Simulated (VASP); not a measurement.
# KCl (Fm-3m) in VASP: band structure with PBE

Aim: the band structure of KCl with PBE.

Everything below comes from runs of VASP 6.6.1. Logs are shortened: lines on timing, memory, paths and dates and some standing lists are left out, and cuts for length are marked.

**Measured values to compare with.**

From a printed reference work, monograph, for a bulk crystal of KCl: band gap 8.68 eV.

How close the calculation comes is told below.

### Step 1. The crystal as given

It takes space group Fm-3m (No. 225, cubic). The conventional cell has a = 6.387 Å, b = 6.387 Å, c = 6.387 Å, α = 90.00°, β = 90.00°, γ = 90.00°. Around K (site symmetry m-3m) lie 6 Cl at 3.19 Å. Cl (site symmetry m-3m) is surrounded by 6 K at 3.19 Å.

### Step 2. Band structure, PBE

INCAR reads:

```
SYSTEM = KCl
  PREC = Accurate
  ENCUT = 520
  EDIFF = 1E-7
  ISMEAR = 0
  SIGMA = 0.03
  LREAL = .FALSE.
  LASPH = .TRUE.
  NELM = 80
  ALGO = Normal
  ISIF = 2
  LWAVE = .FALSE.
  LCHARG = .FALSE.
  GGA = PE
  NBANDS = 15
  ICORELEVEL = 1
```

KPOINTS reads:

```
Automatic mesh
0
G
  8 8 8
  0 0 0
```

POSCAR reads:

```
KCl                                     
1.0
    0.0000000000      3.1936514230      3.1936514230
    3.1936514230      0.0000000000      3.1936514230
    3.1936514230      3.1936514230      0.0000000000
  K               Cl            
     1     1
Direct
     0.0000000000000000    0.0000000000000000    0.0000000000000000
     0.5000000000000000    0.5000000000000000    0.5000000000000000
```

KPOINTS_OPT reads:

```
explicit points
159
Reciprocal
 0.0000000000  0.0000000000  0.0000000000 1
 0.0357142857  0.0000000000  0.0357142857 1
 0.0714285714  0.0000000000  0.0714285714 1
 0.1071428571  0.0000000000  0.1071428571 1
 0.1428571429  0.0000000000  0.1428571429 1
 0.1785714286  0.0000000000  0.1785714286 1
[... 151 lines left out ...]
 0.4250000000  0.0000000000  0.4250000000 1
 0.4500000000  0.0000000000  0.4500000000 1
```

Potentials or basis: VASP PAW PBE potentials, release 64 (K_sv, Cl).

On the command line:

```sh
> cat potpaw_PBE.64/K_sv/POTCAR potpaw_PBE.64/Cl/POTCAR > POTCAR
> mpirun -np 1 vasp_std > vasp.out
```

OUTCAR:

```text
SYSTEM = KCl
   PREC = Accurate
   ENCUT = 520
   EDIFF = 1E-7
   ISMEAR = 0
   LREAL = .FALSE.
   LASPH = .TRUE.
   NELM = 80
   ISIF = 2
   GGA = PE

 ion  position               nearest neighbor table
   1  0.000  0.000  0.000-   2 3.19   2 3.19   2 3.19   2 3.19   2 3.19   2 3.19
   2  0.500  0.500  0.500-   1 3.19   1 3.19   1 3.19   1 3.19   1 3.19   1 3.19

  LATTYP: Found a face centered cubic cell.
 ALAT       =     6.3873028460

  Lattice vectors:

 A1 = (   0.0000000000,   3.1936514230,   3.1936514230)
 A2 = (   3.1936514230,   0.0000000000,   3.1936514230)
 A3 = (   3.1936514230,   3.1936514230,   0.0000000000)

Analysis of symmetry for initial positions (statically):
=====================================================================
 Subroutine PRICEL returns:
 Original cell was already a primitive cell.

 Routine SETGRP: Setting up the symmetry group for a
 face centered cubic supercell.

 Subroutine GETGRP returns: Found 48 space group operations
 (whereof 48 operations were pure point group operations)
 out of a pool of 48 trial point group operations.

The static configuration has the point symmetry O_h .

Analysis of symmetry for dynamics (positions and initial velocities):
=====================================================================
 Subroutine PRICEL returns:
 Original cell was already a primitive cell.

 Routine SETGRP: Setting up the symmetry group for a
 face centered cubic supercell.

 Subroutine GETGRP returns: Found 48 space group operations
 (whereof 48 operations were pure point group operations)
 out of a pool of 48 trial point group operations.

The dynamic configuration has the point symmetry O_h .

 Subroutine INISYM returns: Found 48 space group operations
 (whereof 48 operations are pure point group operations),
 and found     1 'primitive' translations

----------------------------------------------------------------------------------------

                                     Primitive cell

  volume of cell :      65.1467

  direct lattice vectors                    reciprocal lattice vectors
     0.000000000  3.193651423  3.193651423    -0.156560605  0.156560605  0.156560605
     3.193651423  0.000000000  3.193651423     0.156560605 -0.156560605  0.156560605
     3.193651423  3.193651423  0.000000000     0.156560605  0.156560605 -0.156560605

  length of vectors
     4.516505156  4.516505156  4.516505156     0.271170923  0.271170923  0.271170923

  position of ions in fractional coordinates (direct lattice)
     0.000000000  0.000000000  0.000000000
     0.500000000  0.500000000  0.500000000

  ion indices of the primitive-cell ions
   primitive index   ion index
                 1           1
                 2           2

----------------------------------------------------------------------------------------

 KPOINTS: Automatic mesh

Automatic generation of k-mesh.
 Grid dimensions read from file:
 generate k-points for:    8    8    8

 Generating k-lattice:

  Cartesian coordinates                     Fractional coordinates (reciprocal lattice)
    -0.019570076  0.019570076  0.019570076     0.125000000  0.000000000  0.000000000
     0.019570076 -0.019570076  0.019570076     0.000000000  0.125000000  0.000000000
     0.019570076  0.019570076 -0.019570076     0.000000000  0.000000000  0.125000000

  Length of vectors
     0.033896365  0.033896365  0.033896365

  Shift w.r.t. Gamma in fractional coordinates (k-lattice)
     0.000000000  0.000000000  0.000000000

 Subroutine IBZKPT returns following result:
 ===========================================

 Found     29 irreducible k-points:

 Following reciprocal coordinates:
            Coordinates               Weight
  0.000000  0.000000  0.000000      1.000000
  0.125000  0.000000  0.000000      8.000000
  0.250000  0.000000  0.000000      8.000000
  0.375000  0.000000  0.000000      8.000000
  0.500000  0.000000  0.000000      4.000000
  0.125000  0.125000  0.000000      6.000000
[... 16 lines left out ...]
  0.500000  0.250000  0.125000     48.000000
 -0.375000  0.250000  0.125000     24.000000
 [... further k-points ...]
   k-points           NKPTS =     29   k-points in BZ     NKDIM =     29   number of bands    NBANDS=     15
   number of dos      NEDOS =    301   number of ions     NIONS =      2
   total plane-waves  NPLWV =  46656
   dimension x,y,z NGX =    36 NGY =   36 NGZ =   36
   dimension x,y,z NGXF=    72 NGYF=   72 NGZF=   72
   ions per type =               1   1
   NGX,Y,Z   is equivalent  to a cutoff of  13.25, 13.25, 13.25 a.u.
   NGXF,Y,Z  is equivalent  to a cutoff of  26.50, 26.50, 26.50 a.u.
 SYSTEM =  KCl
   PREC   = accura    normal or accurate (medium, high low for compatibility)
   ISTART =      0    job   : 0-new  1-cont  2-samecut
   ICHARG =      2    charge: 1-file 2-atom 10-const
   ISPIN  =      1    spin polarized calculation?
   LNONCOLLINEAR =      F non collinear calculations
   LSORBIT =      F    spin-orbit coupling
   LASPH  =      T    aspherical Exc in radial PAW
   ENCUT  =  520.0 eV  38.22 Ry    6.18 a.u.   8.40  8.40  8.40*2*pi/ulx,y,z
   NELM   =     80;   NELMIN=  2; NELMDL= -5     # of ELM steps
   EDIFF  = 0.1E-06   stopping-criterion for ELM
   LREAL  =      F    real-space projection
   EDIFFG = 0.1E-05   stopping-criterion for IOM
   NSW    =      0    number of steps for IOM
   IBRION =     -1    ionic relax: 0-MD 1-quasi-New 2-CG
   NFREE  =      0    steps in history (QN), initial steepest desc. (CG)
   ISIF   =      2    stress and relaxation
   ISYM   =      2    0-nonsym 1-usesym 2-fastsym
   POTIM  = 0.5000    time-step for ionic-motion
   TEBEG  =    0.0;   TEEND  =   0.0 temperature during run
   PSTRESS=    0.0 pullay stress
   NELECT =      16.0000    total number of electrons
   NUPDOWN=      -1.0000    fix difference up-down
   EMIN   =  10.00;   EMAX   =-10.00  energy-range for DOS
   EFERMI =   0.00;   METHOD = LEGACY
   ISMEAR =     0;   SIGMA  =   0.03  broadening in eV -4-tet -1-fermi 0-gaus
   EFERMI_NEDOS =   21; number of points for ismear=-14 and -15
   IALGO  =     38    algorithm
   IMIX   =      4    mixing-type and parameters
     AMIX     =   0.40;   BMIX     =  1.00
     AMIX_MAG =   1.60;   BMIX_MAG =  1.00
  volume/ion in A,a.u.               =      32.57       219.82
  Fermi-wavevector in a.u.,A,eV,Ry     =   1.025221  1.937386 14.300774  1.051077
  Thomas-Fermi vector in A             =   2.159049
   LORBIT       =      0    0 simple, 1 ext, 2 COOP (PROOUT), +10 PAW based schemes
   GGA     = PE    functional components
   LHFCALC =     F    Hartree Fock is set to
   AEXX    =    0.0000 exact exchange contribution
   IVDW    =     0    specifies the selected vdW correction
   LEPSILON=     F    determine dielectric tensor
   LRPA    =     F    only Hartree local field effects (RPA)
 non-spin polarized calculation
 Gauss-broadening in eV      SIGMA  =   0.03
  energy-cutoff  :      520.00
  volume of cell :       65.15
 maximum number of plane-waves:      1807
 NGX is ok and might be reduce to    36
   NGX = 17   NGY = 17   NGZ = 17

 number of electron      15.9999998 magnetization

 Free energy of the ion-electron system (eV)
  ---------------------------------------------------
  ext. energy  EPLUGINS =         0.00000000
  ---------------------------------------------------
  free energy    TOTEN  =        -6.81101519 eV

  energy without entropy =       -6.81101519  energy(sigma->0) =       -6.81101519

 the core state eigenenergies are
   1-  1s  -3516.0439  2s   -347.3231  2p   -274.0338
   2-  1s  -2743.4235  2s   -245.0824  2p   -183.9933

 E-fermi :  -1.8586     XC(G=0):  -7.3584

 val. band max:       -2.0136354596   @ k =   0.0000   0.0000   0.0000
 cond. band min:       3.0229766737   @ k =   0.0000   0.0000   0.0000
 fundamental gap:      5.0366121333
 Fermi energy:        -1.8585936454

 k-point     1 :       0.0000    0.0000    0.0000
  band No.  band energies     occupation
      1     -29.3229      2.00000
      2     -14.0830      2.00000
      3     -12.7828      2.00000
      4     -12.7828      2.00000
      5     -12.7828      2.00000
      6      -2.0136      2.00000
      7      -2.0136      2.00000
      8      -2.0136      2.00000
      9       3.0230      0.00000
     10       6.3381      0.00000
     11       6.3381      0.00000
     12       6.3381      0.00000
     13       7.1904      0.00000
     14       7.1904      0.00000
     15      10.8071      0.00000

 k-point     2 :       0.1250    0.0000    0.0000
  band No.  band energies     occupation
      1     -29.3217      2.00000
      2     -14.1112      2.00000
      3     -12.7840      2.00000
      4     -12.7840      2.00000
      5     -12.7476      2.00000
      6      -2.1895      2.00000
      7      -2.0586      2.00000
      8      -2.0586      2.00000
      9       3.3816      0.00000
     10       6.2169      0.00000
     11       6.5250      0.00000
     12       6.5250      0.00000
     13       7.3875      0.00000
     14       7.3875      0.00000
     15      11.3583      0.00000

 k-point     3 :       0.2500    0.0000    0.0000
  band No.  band energies     occupation
      1     -29.3187      2.00000
      2     -14.1741      2.00000
      3     -12.7869      2.00000
      4     -12.7869      2.00000
      5     -12.6680      2.00000
      6      -2.5579      2.00000
      7      -2.1637      2.00000
      8      -2.1637      2.00000
      9       4.2405      0.00000
     10       6.0970      0.00000
     11       7.0556      0.00000
     12       7.0556      0.00000
     13       7.9312      0.00000
     14       7.9312      0.00000
     15      11.3188      0.00000
[... 199 lines left out ...]
 k-point    15 :       0.5000    0.2500    0.0000
  band No.  band energies     occupation
      1     -29.3133      2.00000
      2     -14.1361      2.00000
      3     -12.8361      2.00000
      4     -12.8103      2.00000
      5     -12.6948      2.00000
      6      -2.7241      2.00000
      7      -2.3831      2.00000
      8      -2.2662      2.00000
      9       5.3462      0.00000
     10       6.0707      0.00000
     11       7.9123      0.00000
     12       8.2551      0.00000
     13       8.5271      0.00000
     14       8.9407      0.00000
     15       9.5773      0.00000

 k-point    16 :      -0.3750    0.2500    0.0000
  band No.  band energies     occupation
      1     -29.3131      2.00000
      2     -14.1607      2.00000
      3     -12.8478      2.00000
      4     -12.8018      2.00000
      5     -12.6545      2.00000
      6      -2.7543      2.00000
      7      -2.4206      2.00000
      8      -2.3056      2.00000
      9       5.6810      0.00000
     10       6.3618      0.00000
     11       7.6280      0.00000
     12       8.0616      0.00000
     13       8.3870      0.00000
     14       9.4508      0.00000
     15       9.8687      0.00000

 k-point    17 :      -0.2500    0.2500    0.0000

------------------------ aborting loop because EDIFF is reached ----------------------------------------

  FORCE on cell =-STRESS in cart. coord.  units (eV):
  Direction    XX          YY          ZZ          XY          YZ          ZX
  --------------------------------------------------------------------------------------
  -------------------------------------------------------------------------------------
  Total       -0.0120685     -0.0120685     -0.0120685      0.0000000      0.0000000     -0.0000000
  in kB       -0.2968058     -0.2968058     -0.2968058      0.0000000      0.0000000     -0.0000000
  external PRESSURE =      -0.2968058 kB  Pullay stress =       0.0000000 kB

 VOLUME and BASIS-vectors are now :
 -----------------------------------------------------------------------------
  energy-cutoff  :      520.00
  volume of cell :       65.15
      direct lattice vectors                 reciprocal lattice vectors
     0.000000000  3.193651423  3.193651423    -0.156560605  0.156560605  0.156560605
     3.193651423  0.000000000  3.193651423     0.156560605 -0.156560605  0.156560605
     3.193651423  3.193651423  0.000000000     0.156560605  0.156560605 -0.156560605

 POSITION                                       TOTAL-FORCE (eV/Angst)
 -----------------------------------------------------------------------------------
      0.00000      0.00000      0.00000         0.000000     -0.000000      0.000000
      3.19365      3.19365      3.19365        -0.000000      0.000000     -0.000000
 -----------------------------------------------------------------------------------
    total drift:                                0.000000      0.000000      0.000000

  FREE ENERGIE OF THE ION-ELECTRON SYSTEM (eV)
  ---------------------------------------------------
  free  energy   TOTEN  =        -6.8110151856 eV

  energy  without entropy=       -6.8110151856  energy(sigma->0) =       -6.81101519
```

It took 2.2 min on 1 thread of Intel Xeon Platinum 8259CL at 2.50GHz (Skylake/Cascade Lake), shared host; peak memory 0.21 GiB.

Results:

```
Free energy             : -6.8110 eV
Pressure                : 0.0 GPa
Band gap on the k mesh  : 5.04 eV, direct
Band gap along the path : 5.04 eV, direct
```

Levels at the corners of the path, in eV from the valence-band top:
| point | band 4 | band 5 | band 6 | band 7 | band 8 | band 9 | band 10 | band 11 | band 12 | band 13 |
| --- | --- | --- | --- | --- | --- | --- | --- | --- | --- | --- |
| Γ | -10.77 | -10.77 | 0.00 | 0.00 | 0.00 | 5.04 | 8.35 | 8.35 | 8.35 | 9.20 |
| X | -10.82 | -10.82 | -0.63 | -0.21 | -0.21 | 6.56 | 8.15 | 9.81 | 10.15 | 10.44 |
| X | -10.82 | -10.82 | -0.63 | -0.21 | -0.21 | 6.56 | 8.15 | 9.81 | 10.15 | 10.44 |
| W | -10.85 | -10.69 | -0.45 | -0.45 | -0.45 | 7.97 | 7.97 | 9.26 | 9.67 | 11.50 |
| W | -10.85 | -10.69 | -0.45 | -0.45 | -0.45 | 7.97 | 7.97 | 9.26 | 9.67 | 11.50 |
| K | -10.80 | -10.72 | -0.53 | -0.51 | -0.27 | 7.25 | 8.92 | 9.07 | 9.91 | 10.79 |
| K | -10.80 | -10.72 | -0.53 | -0.51 | -0.27 | 7.25 | 8.92 | 9.07 | 9.91 | 10.79 |
| Γ | -10.77 | -10.77 | 0.00 | 0.00 | 0.00 | 5.04 | 8.35 | 8.35 | 8.35 | 9.20 |
| Γ | -10.77 | -10.77 | 0.00 | 0.00 | 0.00 | 5.04 | 8.35 | 8.35 | 8.35 | 9.20 |
| L | -10.78 | -10.55 | -0.98 | -0.29 | -0.29 | 7.46 | 8.42 | 10.38 | 10.38 | 11.25 |
| L | -10.78 | -10.55 | -0.98 | -0.29 | -0.29 | 7.46 | 8.42 | 10.38 | 10.38 | 11.25 |
| U | -10.80 | -10.72 | -0.53 | -0.51 | -0.27 | 7.25 | 8.92 | 9.07 | 9.91 | 10.79 |
| U | -10.80 | -10.72 | -0.53 | -0.51 | -0.27 | 7.25 | 8.92 | 9.07 | 9.91 | 10.79 |
| W | -10.85 | -10.69 | -0.45 | -0.45 | -0.45 | 7.97 | 7.97 | 9.26 | 9.67 | 11.50 |
| W | -10.85 | -10.69 | -0.45 | -0.45 | -0.45 | 7.97 | 7.97 | 9.26 | 9.67 | 11.50 |
| L | -10.78 | -10.55 | -0.98 | -0.29 | -0.29 | 7.46 | 8.42 | 10.38 | 10.38 | 11.25 |
| L | -10.78 | -10.55 | -0.98 | -0.29 | -0.29 | 7.46 | 8.42 | 10.38 | 10.38 | 11.25 |
| K | -10.80 | -10.72 | -0.53 | -0.51 | -0.27 | 7.25 | 8.92 | 9.07 | 9.91 | 10.79 |
| U | -10.80 | -10.72 | -0.53 | -0.51 | -0.27 | 7.25 | 8.92 | 9.07 | 9.91 | 10.79 |
| X | -10.82 | -10.82 | -0.63 | -0.21 | -0.21 | 6.56 | 8.15 | 9.81 | 10.15 | 10.44 |

Core levels (eV, on the scale of the bands):
| atom | levels |
| --- | --- |
| 1 K | 1s -3516.0, 2s -347.3, 2p -274.0 |
| 2 Cl | 1s -2743.4, 2s -245.1, 2p -184.0 |

### Step 3. Comparison with measurements

Step 2. A measured gap of KCl is 8.68 eV (a printed reference work, monograph); the calculated 5.04 eV misses it by -3.64 eV. The value is that of PBE, without temperature or zero-point motion. Semilocal functionals fall short of measured gaps as a rule.
